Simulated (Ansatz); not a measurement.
A run of Ansatz 0.2.0 is set up as follows.

The input run.py:

```python
import json

import ase.io
import numpy as np
import spglib

import ansatz as az

atoms = ase.io.read("ZrS.cif")
cell, frac, numbers = spglib.find_primitive((atoms.cell[:], atoms.get_scaled_positions(), atoms.numbers), symprec=1e-5)
atoms = ase.Atoms(numbers, cell=cell, scaled_positions=frac, pbc=True)

calculation = (
    az.Crystal.from_ase(atoms)
    .calculation()
    .kpoints(9, 9, 9)
    .functional("lda")
    .pseudopotentials(kind="paw")
    .scf(algorithm="direct_min", extra_bands=6, tolerance=1e-11)
    .occupations(method="methfessel_paxton", width=0.1)
    .density()
    .potential()
    .output_files(volumetric_format="npy")
    .electron_localization_function()
    .density_of_states(energy_step=0.05, projected=True, nscf_kmesh=(14, 14, 14))
    .forces()
    .stress()
    .band_table(publish=True)
)
outcome = calculation.run(threads=2, events_out="events.jsonl")

report = outcome.report
for line in open("events.jsonl"):
    event = json.loads(line)
    if event["event"] == "scf_iter":
        d = event["data"]
        print(f"SCF {d['iter']:3d}  HF = {d['harris_foulkes_ev']:.6f} eV  dr2 = {d['dr2_ev']:.2e} eV")
    elif event["event"] in ("relax_step", "md_step"):
        d = event["data"]
        print(f"{event['event']} {d['step']:3d}  E = {d['lagrangian_ev']:.6f} eV")
np.set_printoptions(precision=5, suppress=True, linewidth=110)
print("converged:", report["converged"], "after", report["n_iterations"], "iterations")
print(f"free energy {report['free_energy_ev']:.6f} eV, Fermi level {report['fermi_energy_ev']:.4f} eV")
for key in ("band_edges_ev", "magnetization_mub", "site_moments_mub", "site_moments_nc_mub", "forces_ev_ang",
                "stress_gpa", "kpoints_frac", "eigenvalues_ev"):
    if report.get(key) is not None:
        print(key, np.array(report[key]), sep="\n")
```

The input ZrS.cif:

```cif
data_ZrS
_cell_length_a 5.25000000
_cell_length_b 5.25000000
_cell_length_c 5.25000000
_cell_angle_alpha 90.00000000
_cell_angle_beta 90.00000000
_cell_angle_gamma 90.00000000
_space_group_name_H-M_alt 'Fm-3m'
_space_group_name_Hall '-F 4 2 3'
_space_group_IT_number 225
loop_
_space_group_symop_operation_xyz
'x,y,z'
'-x,-y,-z'
'-y,x,z'
'y,-x,-z'
'-x,-y,z'
'x,y,-z'
'y,-x,z'
'-y,x,-z'
'x,-y,-z'
'-x,y,z'
'-y,-x,-z'
'y,x,z'
'-x,y,-z'
'x,-y,z'
'y,x,-z'
'-y,-x,z'
'z,x,y'
'-z,-x,-y'
'z,-y,x'
'-z,y,-x'
'z,-x,-y'
'-z,x,y'
'z,y,-x'
'-z,-y,x'
'-z,x,-y'
'z,-x,y'
'-z,-y,-x'
'z,y,x'
'-z,-x,y'
'z,x,-y'
'-z,y,x'
'z,-y,-x'
'y,z,x'
'-y,-z,-x'
'x,z,-y'
'-x,-z,y'
'-y,z,-x'
'y,-z,x'
'-x,z,y'
'x,-z,-y'
'-y,-z,x'
'y,z,-x'
'-x,-z,-y'
'x,z,y'
'y,-z,-x'
'-y,z,x'
'x,-z,y'
'-x,z,-y'
'x,y+1/2,z+1/2'
'-x,-y+1/2,-z+1/2'
'-y,x+1/2,z+1/2'
'y,-x+1/2,-z+1/2'
'-x,-y+1/2,z+1/2'
'x,y+1/2,-z+1/2'
'y,-x+1/2,z+1/2'
'-y,x+1/2,-z+1/2'
'x,-y+1/2,-z+1/2'
'-x,y+1/2,z+1/2'
'-y,-x+1/2,-z+1/2'
'y,x+1/2,z+1/2'
'-x,y+1/2,-z+1/2'
[... 41 lines left out ...]
'y+1/2,-x,z+1/2'
'-y+1/2,x,-z+1/2'
'x+1/2,-y,-z+1/2'
'-x+1/2,y,z+1/2'
'-y+1/2,-x,-z+1/2'
'y+1/2,x,z+1/2'
'-x+1/2,y,-z+1/2'
'x+1/2,-y,z+1/2'
'y+1/2,x,-z+1/2'
'-y+1/2,-x,z+1/2'
'z+1/2,x,y+1/2'
'-z+1/2,-x,-y+1/2'
'z+1/2,-y,x+1/2'
'-z+1/2,y,-x+1/2'
'z+1/2,-x,-y+1/2'
'-z+1/2,x,y+1/2'
'z+1/2,y,-x+1/2'
'-z+1/2,-y,x+1/2'
'-z+1/2,x,-y+1/2'
'z+1/2,-x,y+1/2'
'-z+1/2,-y,-x+1/2'
'z+1/2,y,x+1/2'
'-z+1/2,-x,y+1/2'
'z+1/2,x,-y+1/2'
'-z+1/2,y,x+1/2'
'z+1/2,-y,-x+1/2'
'y+1/2,z,x+1/2'
'-y+1/2,-z,-x+1/2'
'x+1/2,z,-y+1/2'
'-x+1/2,-z,y+1/2'
'-y+1/2,z,-x+1/2'
'y+1/2,-z,x+1/2'
'-x+1/2,z,y+1/2'
'x+1/2,-z,-y+1/2'
'-y+1/2,-z,x+1/2'
'y+1/2,z,-x+1/2'
'-x+1/2,-z,-y+1/2'
'x+1/2,z,y+1/2'
'y+1/2,-z,-x+1/2'
'-y+1/2,z,x+1/2'
'x+1/2,-z,y+1/2'
'-x+1/2,z,-y+1/2'
'x+1/2,y+1/2,z'
'-x+1/2,-y+1/2,-z'
'-y+1/2,x+1/2,z'
'y+1/2,-x+1/2,-z'
'-x+1/2,-y+1/2,z'
'x+1/2,y+1/2,-z'
'y+1/2,-x+1/2,z'
'-y+1/2,x+1/2,-z'
'x+1/2,-y+1/2,-z'
'-x+1/2,y+1/2,z'
'-y+1/2,-x+1/2,-z'
'y+1/2,x+1/2,z'
'-x+1/2,y+1/2,-z'
'x+1/2,-y+1/2,z'
'y+1/2,x+1/2,-z'
'-y+1/2,-x+1/2,z'
'z+1/2,x+1/2,y'
'-z+1/2,-x+1/2,-y'
'z+1/2,-y+1/2,x'
'-z+1/2,y+1/2,-x'
'z+1/2,-x+1/2,-y'
'-z+1/2,x+1/2,y'
'z+1/2,y+1/2,-x'
'-z+1/2,-y+1/2,x'
'-z+1/2,x+1/2,-y'
'z+1/2,-x+1/2,y'
'-z+1/2,-y+1/2,-x'
'z+1/2,y+1/2,x'
'-z+1/2,-x+1/2,y'
'z+1/2,x+1/2,-y'
'-z+1/2,y+1/2,x'
'z+1/2,-y+1/2,-x'
'y+1/2,z+1/2,x'
'-y+1/2,-z+1/2,-x'
'x+1/2,z+1/2,-y'
'-x+1/2,-z+1/2,y'
'-y+1/2,z+1/2,-x'
'y+1/2,-z+1/2,x'
'-x+1/2,z+1/2,y'
'x+1/2,-z+1/2,-y'
'-y+1/2,-z+1/2,x'
'y+1/2,z+1/2,-x'
'-x+1/2,-z+1/2,-y'
'x+1/2,z+1/2,y'
'y+1/2,-z+1/2,-x'
'-y+1/2,z+1/2,x'
'x+1/2,-z+1/2,y'
'-x+1/2,z+1/2,-y'
loop_
_atom_site_label
_atom_site_type_symbol
_atom_site_symmetry_multiplicity
_atom_site_Wyckoff_symbol
_atom_site_fract_x
_atom_site_fract_y
_atom_site_fract_z
_atom_site_occupancy
Zr1 Zr 4 a 0.0000000000 0.0000000000 0.0000000000 1
S1 S 4 b 0.5000000000 0.0000000000 0.0000000000 1
```

Potentials or basis: Ansatz PAW.

Launch:

```console
$ python run.py
```

What does it give for the band gap on the k mesh?

None (metal or under the smearing width).

What does it give for the density of states at the Fermi level?

1.44 states/eV per cell.

Predict the pressure.

-9.2 GPa.

States per cell in windows of 1 eV (zero at the Fermi level; states under -8 eV left out):
```
from (eV)  total  Zr 4d  S 3p  Zr 5s  S 3s  Zr 4p
     -8.0   0.64   0.14  0.39   0.08  0.01   0.00
     -7.0   1.23   0.21  0.86   0.11  0.02   0.02
     -6.0   3.16   0.87  2.20   0.01  0.02   0.04
     -5.0   0.93   0.19  0.72   0.00  0.00   0.01
     -4.0   0.07   0.02  0.04   0.00  0.00   0.00
     -3.0   0.25   0.20  0.03   0.00  0.00   0.00
     -2.0   0.61   0.50  0.07   0.01  0.00   0.00
     -1.0   1.09   0.90  0.10   0.02  0.01   0.00
      0.0   1.70   1.41  0.12   0.03  0.03   0.00
      1.0   2.84   2.31  0.23   0.12  0.05   0.00
      2.0   2.03   1.40  0.21   0.14  0.11   0.00
      3.0   1.41   0.59  0.21   0.15  0.12   0.00
      4.0   0.74   0.16  0.12   0.17  0.04   0.00
      5.0   1.15   0.27  0.18   0.17  0.02   0.00
      6.0   0.76   0.10  0.08   0.09  0.01   0.00
      7.0   1.11   0.10  0.09   0.11  0.01   0.00
```
